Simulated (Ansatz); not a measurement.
# A defect in a wire: (4,0) C nanotube, N in place of one C, part 2 of 4

Wanted: the relaxed defect and the transmission past it, beside the channels of the perfect wire.

Ansatz 0.2.0; DFT PBE, plane waves, PAW; relaxation of a wire's period (the session's first sound run).

So far. Step 2 (The relaxed wire): The cell's length comes to 4.216 Å with spin left out.

### 3. The wire at its relaxed period

This step: DFT PBE, plane waves, PAW; channels and complex bands of a perfect wire (Ansatz 0.2.0).

At the relaxed period the Bloch states of the perfect wire are found at each energy: those that move forward count the open channels, and those that decay describe how a disturbance dies away inside the wire itself. An energy step of 0.035 eV is under the 0.039 eV that the program asks for its thermal average at 300 K.

The input, input.yaml:

```yaml
crystal:
  lattice:
    - [9.932, 0.0, 0.0]
    - [0.0, 9.932, 0.0]
    - [0.0, 0.0, 4.2163403196]
  atoms:
    - { symbol: C, position: [0.330192775, 0.499977252, 0.002066957] }
    - { symbol: C, position: [0.499977252, 0.669761728, 0.002066957] }
    - { symbol: C, position: [0.499977252, 0.330192775, 0.002066957] }
    - { symbol: C, position: [0.669761728, 0.499977252, 0.002066957] }
    - { symbol: C, position: [0.330192775, 0.499977252, 0.331266377] }
    - { symbol: C, position: [0.499977252, 0.669761728, 0.331266377] }
    - { symbol: C, position: [0.499977252, 0.330192775, 0.331266377] }
    - { symbol: C, position: [0.669761728, 0.499977252, 0.331266377] }
    - { symbol: C, position: [0.37990611, 0.620048393, 0.502107724] }
    - { symbol: C, position: [0.37990611, 0.37990611, 0.502107724] }
    - { symbol: C, position: [0.620048393, 0.620048393, 0.502107724] }
    - { symbol: C, position: [0.620048393, 0.37990611, 0.502107724] }
    - { symbol: C, position: [0.37990611, 0.620048393, 0.83122561] }
    - { symbol: C, position: [0.37990611, 0.37990611, 0.83122561] }
    - { symbol: C, position: [0.620048393, 0.620048393, 0.83122561] }
    - { symbol: C, position: [0.620048393, 0.37990611, 0.83122561] }
kpoints:
  mp_grid: { grid: [1, 1, 19] }
scf:
  occupations: { method: fermi_dirac, width: 0.05 }
hamiltonian:
  xc: pbe
output:
  transmission:
    e_range: [-1.26, 1.26]
    de: 0.035
    kmesh: [1, 1]
    reduced_basis: true
    leads: [[0, 0]]
basis:
  ecutwfc: "350 eV"
```

The run is started by

```
ansatz run input.yaml --threads 4 --pin off --max-ram 16384MiB --backend cpu --events-out ev --progress --plain --runs-dir out
```

Numbers of over 12 decimals in the logs are rounded to 6 here.

Log:

```text
Warning: basis.ecutwfc = 350 eV is below the records' recommended 420 eV, and the density's cutoff is lower with it unless basis.ecutrho_ratio is high enough to keep the records' density cutoff: compare with a run at a higher cutoff
[...]
Crystal: 16 atoms, lattice volume = 415.919 Å³
Basis set: ecut = 350 eV, 6209 PW (Γ)
Bands: 48, of which v1, the nominal top of the filled ones, is band 32 counted from 1 (31 counted from 0)
Symmetry: 16 space group operations
[...]
k-points: 10 of 19
[...]
SCF iter   1: F=—  HF=-4002.728136 eV  |F-HF|=—  |Δ(HF+E_count)|=         —  Δρ=7.22e-3  dr2=1.55e-1  ethr=1.77e-3  ⟨swp⟩=10.9  Hψ=3027  notcnv=0  defer=59
[...]
SCF iter   7: F=-4002.708173 eV  HF=-4002.708173 eV  |F-HF|=2.98e-9  |Δ(HF+E_count)|=   4.93e-8  Δρ=1.10e-6  dr2=7.24e-9  ethr=1.56e-10  ⟨swp⟩=19.3  Hψ=2603  notcnv=0
SCF 1 converged in 7 iterations: F = -4002.708173 eV  dr2 = 7.24e-9
[...]
transmission: 7 of 7 steps passed
SCF converged after 7 iterations
Free energy (F): -4002.708173 eV
[...]
Internal energy: -4002.685812 eV  (E = F + TS)
E sigma→0 (E₀):  -4002.696993 eV
Entropy (-TS):   -0.022361 eV (-1.398 meV/atom)
Fermi energy:    -1.683816 eV
[...]
--- Band table (eV; the first three rows and the last of 10) ---
  k-point 0: bands = [... 28 lower, -2.8626, -2.4055, -2.3884, -1.0439, -1.0439, -0.7493, -0.7493, 2.7795, ... 12 higher]
  k-point 1: bands = [... 28 lower, -2.6406, -2.3954, -2.3793, -1.3125, -1.3125, -0.4942, -0.4942, 2.7352, ... 12 higher]
  k-point 2: bands = [... 28 lower, -2.3671, -2.3512, -2.3082, -1.6992, -1.6992, -0.1455, -0.1455, 2.6082, ... 12 higher]
  k-point 9: bands = [... 28 lower, -4.2270, -4.2270, -1.9904, -1.9823, -0.0055, 0.3539, 1.8459, 1.8951, ... 12 higher]
--- Transmission ---
  basis      : 725 plane waves across, 7 finite elements along
  points     : 1, standing for a mesh of 1 x 1
  filling    : by the input's occupations and mesh, since the crystals that have channels conduct as metals do. If one of these is a semiconductor, that mesh has misplaced its level
  energies   : 73 from -1.260000 to 1.260000 eV about the Fermi level, 0.035000 eV apart; the leads are filled to 0.000000 eV, and channels, transmission and decay are at 0.000000 eV
  crystal 0  : C16, at the sites [0, 0], period 4.2163 Å: whole cells are its period
    offset         : up to 0.0000 Å between an atom of the period and one for which it stands
    filled         : 5.9 meV over the level at which it is neutral
    channels       : 3.000000e0 a spin
    conductance    : 2.3564e14 S/m² at 300 K; may be off by some 0.0 % by where its bands' edges are placed, 0.0 % from the distance to neutral
```

It took 8.2 min on 4 threads of Arm Neoverse V1, shared host; peak memory 4.7 GiB.

The column dr2 measures how far the density is from self-consistency, as an energy; F and HF (Harris–Foulkes) agree once it is small.

Numbers from this step:

```yaml
energy_at_zero_smearing: -4002.6970 eV
channels_at_the_energy_nearest_the_fermi_level_one_spin: 3
conductance_of_the_lead_as_this_run_defines_it: 3.000 G₀
band_gap: 0 eV
```

The open channels of the lead, one spin by energy, zero at the Fermi level:

```csv
energy (eV),"open channels of the lead, one spin"
-1.26,2
-1.19,2
-1.08,3
-1.01,3
-0.91,3
-0.84,3
-0.73,3
-0.67,5
-0.56,5
-0.49,5
-0.39,5
-0.32,5
-0.21,3
-0.14,3
-0.04,3
0.00,3
0.04,3
0.14,3
0.21,3
0.32,3
0.39,3
0.49,3
0.56,3
0.67,1
0.73,1
0.84,1
0.91,1
1.01,3
1.08,3
1.19,3
1.26,3
```

The slowest values at each energy, most degenerate partners merged, listed up to 1.5 1/Å. Im kz of the slowest decaying states against energy, zero at the Fermi level:

```csv
energy (eV),decay 1 (Å⁻¹),decay 2 (Å⁻¹),decay 3 (Å⁻¹),decay 4 (Å⁻¹)
-1.190,0.00997,0.239,0.337,0.437
-1.015,0.270,0.360,0.402,0.415
-0.805,0.216,0.239,0.299,0.385
-0.595,0.324,0.408,0.472,0.543
-0.385,0.344,0.428,0.481,0.547
-0.210,0.198,0.204,0.359,0.444
0.000,0.323,0.324,0.374,0.461
0.210,0.386,0.387,0.387,0.477
0.385,0.396,0.419,0.422,0.489
0.595,0.405,0.446,0.449,0.503
0.805,0.0294,0.413,0.463,0.467
1.015,0.419,0.473,0.477,0.522
1.190,0.424,0.476,0.481,0.524
```

By hand: the program gives 2.3564 × 10^14 S/m² over the cell's cross-section of 98.64 Å² = 9.864 × 10^-19 m², so one cell conducts 2.324 × 10^-4 S. Divided by G0 = 2e²/h = 7.748 × 10^-5 S this is 3.00 G0, a resistance of 4.30 kΩ.

At the computed energy nearest the Fermi level there are 3 channels a spin, and the thermal average gives 3.00 G₀.

[end of part 2 of 4]

[Logs are printed without paths, hosts, clocks, repeated set-up lines and the standing remarks that a program may print on its own settings, such as how far it seeks lower states.]

[Hosts, paths, dates, database ids (printed as entryN), source tags and the programs' standing remarks are cut or masked in the printed files.]
